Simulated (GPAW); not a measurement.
Runs of GPAW 26.7.0 on CdTe. It takes space group F-43m (No. 216, cubic). Conventional cell: a = 6.410 Å, b = 6.410 Å, c = 6.410 Å, α = 90.00°, β = 90.00°, γ = 90.00°. Te (site symmetry -43m) is surrounded by 4 Cd at 2.78 Å. Cd (site symmetry -43m) has 4 Te at 2.78 Å as nearest neighbours. 

```tsv
task	level	spin	k mesh	cutoff (eV)	smearing	maxiter	hybrids on these orbitals	oneshot functional	eigensolver	convergence	mesh quality	gap on the mesh (eV)	pressure (GPa)
one-shot levels of the hybrid HSE06	PBE	off	5 × 5 × 5	500	fermi-dirac 0.05 eV	150	["HSE06", "YS-PBE0", "PBE0"]	HSE06	-	-	coarse	0.87	(a)
single point	PBEsol0	off	3 × 3 × 3	450	fermi-dirac 0.05 eV	60	-	-	-	-	coarse	2.34	-
single point	PBE	off	6 × 6 × 6	450	fermi-dirac 0.05 eV	120	-	-	-	default	not flagged	0.87	(b)
dielectric tensor	PBE	off	6 × 6 × 6	450	fermi-dirac 0.001 eV	150	-	-	-	-	not flagged	0.87	-
band structure	vdW-DF2	SOC, no magnetisation	6 × 6 × 6	600	fermi-dirac 0.05 eV	150	-	-	-	-	not flagged	0.39	-
single point	BHandHLYP	off	4 × 4 × 4	450	fermi-dirac 0.05 eV	60	-	-	-	-	coarse	3.94	-
```

Alike in all rows: potentials or basis GPAW PAW data sets (gpaw-data 1.2.1), pw; cell as given.

Q: Fill in the values left out.

A: (a) 3.7; (b) 3.2.

Caveats: some runs use coarse meshes; spin-orbit coupling is left out, which moves the levels of the heavy elements (some runs); the PAW data sets were made with another functional, which shifts forces and pressure a little (some runs); the cutoff is short for stress and forces, so pressures can be off by a GPa or more (some runs); exact exchange converges slowly with the k mesh, and this mesh is small (some runs); energy and the plain gap are those of the semilocal run (some runs); the hybrids' values are one shot on its orbitals and mesh (some runs); the long-wavelength limit can be off by several per cent where d states take part (some runs).

A k mesh can miss the band edges, and rows without SOC leave out spin-orbit coupling on Cd, Te.
